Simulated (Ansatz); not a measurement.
# Sb (Fm-3m) in Ansatz: notebook

Aim: see how the results for Sb move with the level of theory and the settings. Levels: PBE+D4, PBEsol+D3(BJ), PBEsol+D4, RPBE+D3(BJ), RPBE+D4. Tasks: relaxation of cell and atoms.

All numbers are computed with Ansatz 0.2.0; they aren't measurements. Logs are shortened: lines on timing, memory, paths and dates and some standing lists are left out, and cuts for length are marked.

### 1 Starting point

Symmetry: Fm-3m, No. 225, cubic system. Conventional cell: a = 4.742 Å, b = 4.742 Å, c = 4.742 Å, α = 90.00°, β = 90.00°, γ = 90.00°. Sb (site symmetry m-3m) has 12 Sb at 3.35 Å as nearest neighbours.

This isn't the form of Sb at room conditions, which is rhombohedral.

### 2 Relaxation of cell and atoms, PBE+D4

input.yaml reads:

```yaml
crystal:
  lattice:
    - [0.0, 2.3712425216, 2.3712425216]
    - [2.3712425216, 0.0, 2.3712425216]
    - [2.3712425216, 2.3712425216, 0.0]
  atoms:
    - { symbol: Sb, position: [0.0, 0.0, 0.0] }
hamiltonian:
  xc: pbe
  pseudopotentials: { kind: paw }
  dispersion: d4
kpoints:
  mp_grid: { grid: [10, 10, 10] }
scf:
  occupations: { method: fermi_dirac, width: 0.05 }
output:
  forces: true
  stress: true
  eigenvalues: true
relax:
  f_tol: 0.01
  max_steps: 40
  cell: { stress_tol: 0.05 }
```

Potentials or basis: Ansatz PAW.

Launch:

```bash
ansatz run input.yaml --threads 2 --pin off --max-ram 5632MiB --backend cpu --events-out ev --progress --plain --runs-dir out
```

The log of the run:

```text
Warning: RAYON_NUM_THREADS=2 ignored (pool sized by the plan → 2); use --threads N
Engine: ansatz 0.2.0, x86_64-unknown-linux-gnu
Pseudopotentials: kind: paw
Pseudopotential: Sb, paw, valence charge 15, recommended cutoff 420 eV (normal), Sb.paw.azcp
Functional definition: PBE
  parameter kappa = 0.804
  parameter beta = 0.06672455060314922
  exchange = pbe_x(kappa = kappa, mu = beta*pi^2/3)
  correlation = pbe_c(beta = beta)
Crystal: 1 atoms, lattice volume = 26.666 Å³
Basis set: ecut = 420 eV, 531 PW (Γ), exchange–correlation on 48×48×48 points (8 copies of the dense FFT grid, shifted against one another)
Bands: 12, of which v1, the nominal top of the filled ones, is band 8 counted from 1 (7 counted from 0)
Symmetry: 48 space group operations
Space group: Fm-3m (ITA 225), of the structure as read, at distance tolerance 3.0e-5 Å
k-points: 47 of 1000
Non-local potential: Sb, projectors of the file, l = 0: 2, l = 1: 2, l = 2: 2, l = 3: 2
PAW form: soft (Blöchl's): semilocal exchange-correlation on the pseudo side does not see the compensation charge
PAW one-centre angular grid: Sb, 590 points (default); XC on 64 Gauss nodes
Initial density: superposition of atomic densities (neutral atoms: chi_scale 0, normalization atom), corrected by the library's trained network
Initial wavefunctions: pseudopotential atomic-orbital guess
Functional: x = pbe(κ = 0.804, μ = 0.2195149727645171), c = pbe(β = 0.06672455060314922)
SCF iter   1: F=—  HF=-6484.732532 eV  |F-HF|=—  |Δ(HF+E_count)|=         —  Δρ=8.21e-4  dr2=1.33e-4  ethr=1.77e-3  ⟨swp⟩=5.9  Hψ=3347  notcnv=0
preconditioner: auto → none  [metal: Δε(μ)=0.089 eV  Ē_g=12.614 eV  σ=0.050 eV  W_gap=0.42  n_scr=8 (ndim 8)  ℏωp=16.1 eV  f_vac=0.000  D(μ)=0.86/eV (n_scr^D=8)  sad-step TF]
SCF iter   2: F=—  HF=-6484.732084 eV  |F-HF|=—  |Δ(HF+E_count)|=   4.49e-4  Δρ=6.28e-4  dr2=1.15e-4  ethr=8.84e-7  ⟨swp⟩=2.3  Hψ=1300  notcnv=0
SCF iter   3: F=—  HF=-6484.732101 eV  |F-HF|=—  |Δ(HF+E_count)|=   1.73e-5  Δρ=2.49e-4  dr2=1.39e-5  ethr=7.64e-7  ⟨swp⟩=2.6  Hψ=895  notcnv=0
SCF iter   4: F=—  HF=-6484.732112 eV  |F-HF|=—  |Δ(HF+E_count)|=   1.09e-5  Δρ=6.86e-5  dr2=9.35e-7  ethr=9.30e-8  ⟨swp⟩=2.0  Hψ=649  notcnv=0
SCF iter   5: F=—  HF=-6484.732112 eV  |F-HF|=—  |Δ(HF+E_count)|=   1.07e-7  Δρ=2.80e-5  dr2=1.97e-7  ethr=6.23e-9  ⟨swp⟩=2.8  Hψ=891  notcnv=0
SCF iter   6: F=-6484.732112 eV  HF=-6484.732112 eV  |F-HF|=1.41e-9  |Δ(HF+E_count)|=   1.58e-7  Δρ=2.07e-6  dr2=7.79e-10  ethr=6.67e-10  ⟨swp⟩=6.6  Hψ=2646  notcnv=0
SCF 1 converged in 6 iterations: F = -6484.732112 eV  dr2 = 7.79e-10
relax step   1: F+E_penalty+E_count = -6484.73211177 eV  Δ(F+E_penalty+E_count) = +0.000e0 eV  max|allowed force component| = 0.000e0 eV/Å  Δτ_max = 0.0000 Å  P = -1.258 GPa  Ω = 26.666 Å³  (6 SCF iters, dr2 threshold 1.00e-7 eV, accepted)
Crystal: 1 atoms, lattice volume = 25.940 Å³
Initial density: handed on by an earlier stage of this run
Initial wavefunctions: those handed on with the density
iter 1 solved again at ethr=5.03e-8 eV; its pass at ethr=3.10e-3 eV (dr2=7.54e-6 eV) is discarded
SCF iter   1: F=—  HF=-6484.734315 eV  |F-HF|=—  |Δ(HF+E_count)|=         —  Δρ=2.62e-4  dr2=7.82e-6  ethr=5.03e-8  ⟨swp⟩=2.3  Hψ=5283  notcnv=0
preconditioner: auto → none  [metal: Δε(μ)=0.021 eV  Ē_g=12.795 eV  σ=0.050 eV  W_gap=0.10  n_scr=8 (ndim 8)  ℏωp=16.3 eV  f_vac=0.000  D(μ)=0.90/eV (n_scr^D=8)]
SCF iter   2: F=—  HF=-6484.734320 eV  |F-HF|=—  |Δ(HF+E_count)|=   5.93e-6  Δρ=1.38e-4  dr2=2.00e-6  ethr=5.03e-8  ⟨swp⟩=1.0  Hψ=564  notcnv=0
SCF iter   3: F=-6484.734323 eV  HF=-6484.734323 eV  |F-HF|=2.32e-8  |Δ(HF+E_count)|=   2.33e-6  Δρ=1.02e-5  dr2=1.74e-8  ethr=6.67e-10  ⟨swp⟩=4.6  Hψ=2684  notcnv=0
[... 15 lines left out ...]
SCF iter   4: F=-6484.734346 eV  HF=-6484.734346 eV  |F-HF|=1.00e-11  |Δ(HF+E_count)|=  8.73e-11  Δρ=3.63e-7  dr2=9.01e-12  ethr=1.00e-12  ⟨swp⟩=4.9  Hψ=2941  notcnv=0
SCF 4 converged in 4 iterations: F = -6484.734346 eV  dr2 = 9.01e-12
relax step   4: F+E_penalty+E_count = -6484.73434563 eV  Δ(F+E_penalty+E_count) = +1.383e-4 eV  max|allowed force component| = 0.000e0 eV/Å  Δτ_max = 0.0000 Å  P = -0.010 GPa  Ω = 26.111 Å³  stress off target by 9.72e-3 GPa  SCF on the basis re-selected at this cell (its energy is not comparable with the rows above)  (4 SCF iters)
basis re-selected at this cell: Δ(F+E_penalty+E_count) = +1.383e-4 eV, ΔP = +0.002 GPa vs the last step (what re-selecting the basis moved, of the pressure what is left beyond the Pulay correction that the steps carried, after the strain that the cell walked since its last selection, with what the two solves' SCF thresholds leave and, on support functions, any second-order correction that the steps lacked; it is no measure of the basis error at this ecutwfc). This SCF's stress stands 9.72e-3 GPa from its target on what of the cell is left free (relax.cell.stress_tol is 5.00e-2 GPa) and its largest allowed force component is 0.00e0 eV/Å (relax.f_tol is 1.00e-2 eV/Å): within both
SCF converged after 4 iterations
Free energy (F): -6484.734346 eV
Harris-Foulkes:  -6484.734346 eV  (|F-HF|=1.00e-11)
Internal energy: -6484.727406 eV  (E = F + TS)
E sigma→0 (E₀):  -6484.730876 eV
Entropy (-TS):   -0.006939 eV (-6.939 meV/atom)
Fermi energy:    12.157421 eV
--- Per-component energies (eV) ---
  E_band       = -137.315582
  E_kinetic    = 207.064236
  E_local      = -1408.261310  (includes V_loc(G=0)·N_el)
  E_nonlocal   = 361.509795
  E_hartree    = 645.900184
  E_xc         = -138.805113
  E_vxc        = -96.709327  (∫ρ·V_xc dr)
  E_paw        = -4574.415514  (= ΣΔE_a)
  E_vpaw       = -492.719437  (= ΣTr[D̂ρ^β])
  E_aug_tail   = -0.000001  (compensation charges beyond the density's cutoff)
  E_ewald      = -1577.141445
  E_disp       = -0.578238  (pairwise vdW)
  E_smearing   = -0.006939  (= −TS)
  E_closure    = 0.000000  (closes the sum)
  Σ components = -6484.734346   (vs F -6484.734346, Δ=0.00e0)
--- Forces (eV/Å), atoms counted from 1 ---
  atom   1  Sb    -0.00000000    -0.00000000     0.00000000
  max |Σ_I F_I| component: 6.16e-32 eV/Å
--- Stress (GPa, compression-positive) ---
       -0.009723       0.000000       0.000000
        0.000000      -0.009723       0.000000
        0.000000       0.000000      -0.009723
  P = ⅓ Tr σ = -0.0097 GPa (-0.097 kbar)
--- Band table (eV; the first three rows and the last of 47) ---
  k-point 0: bands = ["-17.1628", "-17.1628", "-17.1628", "-17.1204", "-17.1204", "-0.9891", "17.7320", "17.7320", "17.7320", "22.3553", "22.8064", "22.8064"]
  k-point 1: bands = ["-17.1618", "-17.1584", "-17.1584", "-17.1201", "-17.1201", "-0.7851", "15.9626", "17.4699", "17.4699", "21.2983", "23.2652", "23.2652"]
  k-point 2: bands = ["-17.1592", "-17.1517", "-17.1517", "-17.1143", "-17.1143", "-0.1769", "12.9022", "16.9282", "16.9282", "20.7962", "23.6038", "23.6038"]
  k-point 46: bands = ["-17.1580", "-17.1505", "-17.1140", "-17.0980", "-17.0638", "4.8822", "8.2735", "9.6717", "10.7351", "20.8727", "21.5928", "25.2737"]
--- Relaxed structure (3 steps of the walk, 3 accepted, 1 SCFs on fresh bases) ---
  F+E_penalty+E_count = -6484.73434563 eV   max|allowed force component| = 0.000e0 eV/Å   (the final SCF, on the basis selected at the relaxed cell)
  cell:  # Å, volume = 26.1108 Å³
    - [-9.04428535838967e-34, 2.3546694941727186, 2.3546694941727186]
    - [2.3546694941727186, -6.623983642764268e-34, 2.3546694941727186]
    - [2.3546694941727186, 2.3546694941727186, -1.057289696825835e-33]
  atoms:
    - { symbol: Sb, position: [0.0, 0.0, 0.0] }
```

Run time: 2.6 s. Hardware: 2 threads of Intel Xeon Platinum 8259CL at 2.50GHz (Skylake/Cascade Lake), shared host; peak memory 0.36 GiB.

What came out:

```
Free energy                            : -6484.7343 eV
Relaxed volume                         : 26.11 Å³/atom
Relaxed cell                           : a = 3.330 Å, b = 3.330 Å, c = 3.330 Å, α = 60.00°, β = 60.00°, γ = 60.00°
Space group after relaxing (to 0.05 Å) : Fm-3m (No. 225)
Energy gained by relaxing              : 2.2 meV/atom
Ionic steps                            : 4
Pressure after relaxing                : 0.0 GPa
Band gap on the k mesh                 : none (metal or under the smearing width)
```

Step by step:
```
step  energy change (eV)  largest force (eV/Å)  volume (Å³)
   1              0.0000                0.0000        26.67
   2             -0.0022                0.0000        25.94
   3             -0.0024                0.0000        26.11
   4             -0.0022                0.0000        26.11
```

Final structure:
```
Sb
1.0
     0.00000    2.35467    2.35467
     2.35467    0.00000    2.35467
     2.35467    2.35467    0.00000
Sb
1
Direct
  0.00000 0.00000 0.00000
```

Caveat: the plane-wave basis is chosen anew once the cell has moved, so the energies of steps on either side of that aren't comparable; pairwise dispersion overbinds metals, which lowers pressure and volume. The run has no spin-orbit coupling, so splittings on Sb are missing.

### 3 Relaxation of cell and atoms, PBEsol+D3(BJ)

input.yaml: that of step 2 with these lines changed.

```diff
@@ -8,5 +8,5 @@
 hamiltonian:
-  xc: pbe
+  xc: pbesol
   pseudopotentials: { kind: paw }
-  dispersion: d4
+  dispersion: d3bj
 kpoints:
```

Potentials or basis: Ansatz PAW.

Launch:

```bash
ansatz run input.yaml --threads 2 --pin off --max-ram 5632MiB --backend cpu --events-out ev --progress --plain --runs-dir out
```

Run time: 3 s. Hardware: 2 threads of Intel Xeon Platinum 8259CL at 2.50GHz (Skylake/Cascade Lake), shared host; peak memory 0.36 GiB.

Results (log left out):

```yaml
Free_energy: -6408.3571 eV
Relaxed_volume: 24.82 Å³/atom
Relaxed_cell: a = 3.274 Å, b = 3.274 Å, c = 3.274 Å, α = 60.00°, β = 60.00°, γ = 60.00°
Space_group_after_relaxing_to_0.05_Å: Fm-3m (No. 225)
Energy_gained_by_relaxing: 27.5 meV/atom
Ionic_steps: 5
Pressure_after_relaxing: 0.0 GPa
Band_gap_on_the_k_mesh: none (metal or under the smearing width)
```

The path:
```csv
step,energy change (eV),largest force (eV/Å),volume (Å³)
1,0.0000,0.0000,26.67
2,-0.0240,0.0000,24.17
3,-0.0279,0.0000,24.92
4,-0.0280,0.0000,24.82
5,-0.0275,0.0000,24.82
```

Final structure:
```yaml
crystal:
  lattice:
    - [0.00000, 2.31520, 2.31520]
    - [2.31520, 0.00000, 2.31520]
    - [2.31520, 2.31520, 0.00000]
  atoms:
    - { symbol: Sb, position: [0.00000, 0.00000, 0.00000] }
```

Levels at points of the mesh, in eV from the Fermi level:
```csv
k point,band 4,band 5,band 6,band 7,band 8,band 9,band 10,band 11
"(0.00, 0.00, 0.00)",-29.19,-29.19,-13.57,5.96,5.96,5.96,10.19,10.90
"(0.00, 0.00, -0.50)",-29.14,-29.14,-9.34,-6.32,4.06,4.06,8.99,9.60
"(0.00, -0.50, -0.50)",-29.13,-29.13,-7.48,-5.34,0.42,0.42,4.28,4.69
```

Caveat: the plane-wave basis is chosen anew once the cell has moved, so the energies of steps on either side of that aren't comparable; pairwise dispersion overbinds metals, which lowers pressure and volume; the PAW data sets come from PBE, with cores solved anew for the run's functional, which leaves a small shift of forces and pressure. The run has no spin-orbit coupling, so splittings on Sb are missing.

### 4 Relaxation of cell and atoms, PBEsol+D4

input.yaml: that of step 3 with these lines changed.

```diff
@@ -10,3 +10,3 @@
   pseudopotentials: { kind: paw }
-  dispersion: d3bj
+  dispersion: d4
 kpoints:
@@ -19,2 +19,6 @@
   eigenvalues: true
+  write_density: true
+  write_potential: true
+  elf: true
+  volumetric_format: npy
 relax:
```

Potentials or basis: Ansatz PAW.

Launch:

```bash
ansatz run input.yaml --threads 2 --pin off --max-ram 5632MiB --backend cpu --events-out ev --progress --plain --runs-dir out
```

The log of the run:

```text
Warning: RAYON_NUM_THREADS=2 ignored (pool sized by the plan → 2); use --threads N
[... 3 set-up lines as earlier in the session ...]
Functional definition: PBEsol
  exchange = pbesol_x
  correlation = pbesol_c
Crystal: 1 atoms, lattice volume = 26.666 Å³
Basis set: ecut = 420 eV, 531 PW (Γ), exchange–correlation on 48×48×48 points (8 copies of the dense FFT grid, shifted against one another)
Bands: 12, of which v1, the nominal top of the filled ones, is band 8 counted from 1 (7 counted from 0)
[... 2 set-up lines as earlier in the session ...]
k-points: 47 of 1000
[... 2 set-up lines as earlier in the session ...]
[... 75 lines left out ...]
--- Forces (eV/Å), atoms counted from 1 ---
  atom   1  Sb    -0.00000000    -0.00000000    -0.00000000
  max |Σ_I F_I| component: 8.22e-32 eV/Å
--- Stress (GPa, compression-positive) ---
       -0.002431       0.000000       0.000000
        0.000000      -0.002431       0.000000
        0.000000       0.000000      -0.002431
  P = ⅓ Tr σ = -0.0024 GPa (-0.024 kbar)
--- Band table (eV; the first three rows and the last of 47) ---
  k-point 0: bands = ["-16.7314", "-16.7314", "-16.7314", "-16.6828", "-16.6828", "-0.8998", "18.2988", "18.2988", "18.2988", "22.6969", "23.3099", "23.3099"]
  k-point 1: bands = ["-16.7303", "-16.7264", "-16.7264", "-16.6825", "-16.6825", "-0.6899", "16.4548", "18.0222", "18.0222", "21.7089", "23.7912", "23.7912"]
  k-point 2: bands = ["-16.7276", "-16.7187", "-16.7187", "-16.6762", "-16.6762", "-0.0634", "13.2957", "17.4558", "17.4558", "21.2454", "24.1350", "24.1350"]
  k-point 46: bands = ["-16.7266", "-16.7176", "-16.6769", "-16.6580", "-16.6201", "5.2509", "8.4887", "9.9274", "10.9980", "21.3810", "22.0585", "25.7978"]
--- Relaxed structure (4 steps of the walk, 4 accepted, 1 SCFs on fresh bases) ---
  F+E_penalty+E_count = -6408.16032237 eV   max|allowed force component| = 0.000e0 eV/Å   (the final SCF, on the basis selected at the relaxed cell)
  cell:  # Å, volume = 25.3322 Å³
    - [8.279979553455333e-34, 2.3310286588497076, 2.3310286588497076]
    - [2.3310286588497076, 1.044551266743596e-33, 2.3310286588497076]
    - [2.3310286588497076, 2.3310286588497076, 1.4139657391285263e-33]
  atoms:
    - { symbol: Sb, position: [0.0, 0.0, 0.0] }
```

Run time: 3.4 s. Hardware: 2 threads of Intel Xeon Platinum 8259CL at 2.50GHz (Skylake/Cascade Lake), shared host; peak memory 0.37 GiB.

What came out:

```
Free energy                            : -6408.1603 eV
Relaxed volume                         : 25.33 Å³/atom
Relaxed cell                           : a = 3.297 Å, b = 3.297 Å, c = 3.297 Å, α = 60.00°, β = 60.00°, γ = 60.00°
Space group after relaxing (to 0.05 Å) : Fm-3m (No. 225)
Energy gained by relaxing              : 13.7 meV/atom
Ionic steps                            : 5
Pressure after relaxing                : 0.0 GPa
Band gap on the k mesh                 : none (metal or under the smearing width)
```

Step by step:
```csv
step,energy change (eV),largest force (eV/Å),volume (Å³)
1,0.0000,0.0000,26.67
2,-0.0124,0.0000,24.88
3,-0.0140,0.0000,25.38
4,-0.0140,0.0000,25.33
5,-0.0137,0.0000,25.33
```

Final structure:
```
Sb
1.0
     0.00000    2.33103    2.33103
     2.33103    0.00000    2.33103
     2.33103    2.33103    0.00000
Sb
1
Direct
  0.00000 0.00000 0.00000
```

Caveat: the plane-wave basis is chosen anew once the cell has moved, so the energies of steps on either side of that aren't comparable; pairwise dispersion overbinds metals, which lowers pressure and volume; the PAW data sets come from PBE, with cores solved anew for the run's functional, which leaves a small shift of forces and pressure.

(Part 1 of 2 ends here.)
